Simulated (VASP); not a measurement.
The system is HfSi2.

```
Hf Si
1.0
     1.83600   -7.28500    0.00000
     1.83600    7.28500    0.00000
     0.00000    0.00000    3.64100
Hf Si
2 4
Direct
  0.89400 0.10600 0.25000
  0.10600 0.89400 0.75000
  0.55900 0.44100 0.25000
  0.44100 0.55900 0.75000
  0.25000 0.75000 0.25000
  0.75000 0.25000 0.75000
```

```yaml
Program: VASP 6.6.1
Task: relaxation of cell and atoms
Functional: PBE
Dispersion: D3(BJ)
Potentials_or_basis: VASP PAW PBE potentials, release 64 (Hf_pv, Si)
Cutoff: 600 eV
k_mesh: 10 × 10 × 10
Occupations: methfessel-paxton, width 0.1 eV
Spin: no spin polarisation
```

At the start: pressure -3.5 GPa; volume 16.23 Å³/atom.

Q: Where does the relaxation end?

A: Over 10 steps the energy falls by 13.2 meV/atom and the volume is 15.81 Å³/atom (-2.6 %); space group Cmcm (No. 63, to 0.05 Å).

The path:
| step | energy change (eV) | largest force (eV/Å) | pressure (GPa) | volume (Å³) |
| --- | --- | --- | --- | --- |
| 1 | 0.0000 | 0.6705 | -3.48 | 97.40 |
| 2 | -0.0413 | 0.3042 | 3.87 | 92.51 |
| 3 | -0.0562 | 0.4113 | 1.21 | 94.12 |
| 4 | -0.0767 | 0.0890 | 0.31 | 94.58 |
| 5 | -0.0771 | 0.0371 | 0.19 | 94.65 |
| 6 | -0.0784 | 0.0476 | -0.15 | 94.91 |
| 7 | -0.0784 | 0.0524 | -0.20 | 94.94 |
| 8 | -0.0789 | 0.0316 | 0.14 | 94.77 |
| 9 | -0.0789 | 0.0312 | 0.14 | 94.77 |
| 10 | -0.0790 | 0.0032 | 0.00 | 94.89 |

Final structure:
```cif
data_structure
_symmetry_space_group_name_H-M 'P 1'
_symmetry_Int_Tables_number 1
_cell_length_a 7.4003
_cell_length_b 7.4003
_cell_length_c 3.6277
_cell_angle_alpha 90.000
_cell_angle_beta 90.000
_cell_angle_gamma 151.471
_cell_volume 94.89
loop_
_atom_site_label
_atom_site_type_symbol
_atom_site_fract_x
_atom_site_fract_y
_atom_site_fract_z
_atom_site_occupancy
Hf1 Hf 0.89523 0.10477 0.25000 1
Hf2 Hf 0.10477 0.89523 0.75000 1
Si1 Si 0.55489 0.44511 0.25000 1
Si2 Si 0.44511 0.55489 0.75000 1
Si3 Si 0.25027 0.74973 0.25000 1
Si4 Si 0.74973 0.25027 0.75000 1
```

Caveat: pairwise dispersion overbinds metals, which lowers pressure and volume.
